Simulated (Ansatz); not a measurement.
The system is NaCl.

```
Cl Na
1.0
     3.50219    0.00000    0.00000
     0.00000    3.50219    0.00000
     0.00000    0.00000    3.50219
Cl Na
1 1
Direct
  0.50000 0.50000 0.50000
  0.00000 0.00000 0.00000
```

Measurements of this composition are mostly on another form, of space group No. 225.

```yaml
Program: Ansatz 0.2.0
Task: relaxation of cell and atoms
Functional: PBEsol
Dispersion: D3(BJ)
Potentials_or_basis: Ansatz PAW
Cutoff: "420 eV (not typed: the program's choice for these potentials)"
k_mesh: 8 × 8 × 8
Occupations: fermi-dirac, width 0.05 eV
Spin: no spin polarisation
```

At the start: volume 21.48 Å³/atom.

How do energy, volume and symmetry change on relaxing?

It ends after 5 steps and the volume is 19.29 Å³/atom (-10.2 %); space group Pm-3m (No. 221, to 0.05 Å).

The path:
```
step  energy change (eV)  largest force (eV/Å)  volume (Å³)
   1              0.0000                0.0000        42.96
   2             -0.0342                0.0000        40.37
   3             -0.0416                0.0000        38.20
   4             -0.0420                0.0000        38.59
   5             -0.0419                0.0000        38.59
```

Final structure:
```xyz
2
Lattice="3.3793 0.0000 0.0000 0.0000 3.3793 0.0000 0.0000 0.0000 3.3793" Properties=species:S:1:pos:R:3 pbc="T T T"
Cl    1.6896    1.6896    1.6896
Na    0.0000    0.0000    0.0000
```

Caveat: the plane-wave basis is chosen anew once the cell has moved, so the energies of steps on either side of that aren't comparable; the PAW data sets come from PBE, with cores solved anew for the run's functional, which leaves a small shift of forces and pressure.
